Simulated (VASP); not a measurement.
InSb, 2 atoms in the cell. It takes space group F-43m (No. 216, cubic). The conventional cell has a = 6.633 Å, b = 6.633 Å, c = 6.633 Å, α = 90.00°, β = 90.00°, γ = 90.00°. In (site symmetry -43m) has 4 Sb at 2.87 Å as nearest neighbours. Sb (site symmetry -43m) is surrounded by 4 In at 2.87 Å. The cell is a database's computed one.

| Property | Result |
| --- | --- |
| Program | VASP 6.6.1 |
| Task | relaxation of cell and atoms |
| Functional | PBEsol |
| Potentials or basis | VASP PAW PBE potentials, release 64 (In_d, Sb) |
| Cutoff | 600 eV |
| k mesh | 12 × 12 × 12 |
| Occupations | gaussian, width 0.1 eV |
| Spin | no spin polarisation |
| Further INCAR settings | ALGO = Normal; EDIFF = 1e-07; IBRION = 2; EDIFFG = -0.005; NSW = 90; ISIF = 3 |

Potentials or basis: VASP PAW PBE potentials, release 64 (In_d, Sb).

Run with:

```console
$ cat potpaw_PBE.64/In_d/POTCAR potpaw_PBE.64/Sb/POTCAR > POTCAR
$ mpirun -np 1 vasp_std > vasp.out
```

Hardware: 1 thread of Intel(R) Xeon(R) 6975P-C (Granite Rapids), on a shared host.

Task: Estimate the wall time of this run.

Result: Wall time 2.1 min on 1 thread of Intel(R) Xeon(R) 6975P-C (Granite Rapids) (shared host), peak memory 0.3 GiB. Counts: scf iterations 32, k points 72, ion steps 3.
